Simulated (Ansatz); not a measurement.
Crystal: FePt (Tetraferroplatinum).

```
Pt Fe
1.0
     2.72350    0.00000    0.00000
     0.00000    2.72350    0.00000
     0.00000    0.00000    3.72000
Pt Fe
1 1
Direct
  0.50000 0.50000 0.50000
  0.00000 0.00000 0.00000
```

- Program: Ansatz 0.2.0
- Task: relaxation of cell and atoms
- Functional: RPBE
- Dispersion: D3(BJ)
- Potentials or basis: Ansatz PAW
- Cutoff: 420 eV (not typed: the program's choice for these potentials)
- k mesh: 10 × 10 × 7
- Occupations: fermi-dirac, width 0.05 eV
- Spin: collinear spin, ferromagnetic start
- Starting moments: [0.0, 3.0] μB

At the start: volume 13.80 Å³/atom.

Question: Where does the relaxation end?

Answer: It ends after 8 steps and the volume is 12.33 Å³/atom (-10.6 %); space group P4/mmm (No. 123, to 0.05 Å); moment 3.16 μB per cell.

The path:
```csv
step,energy change (eV),largest force (eV/Å),volume (Å³)
1,0.0000,0.0000,27.59
2,-0.2495,0.0000,23.86
3,-0.2752,0.0000,24.83
4,-0.2764,0.0000,24.66
5,-0.2764,0.0000,24.66
6,-0.2737,0.0000,24.66
7,-0.2737,0.0000,24.67
8,-0.2737,0.0000,24.67
```

Final structure:
```
CELL_PARAMETERS angstrom
2.62539 0.00000 0.00000
0.00000 2.62539 0.00000
0.00000 0.00000 3.57888
ATOMIC_POSITIONS crystal
Pt 0.50000 0.50000 0.50000
Fe 0.00000 0.00000 0.00000
```

Caveat: the plane-wave basis is chosen anew once the cell has moved, so the energies of steps on either side of that aren't comparable; the volume moved by -11 % from the deposited cell, more than functionals usually miss; pairwise dispersion overbinds metals, which lowers pressure and volume; the PAW data sets come from PBE, with cores solved anew for the run's functional, which leaves a small shift of forces and pressure.
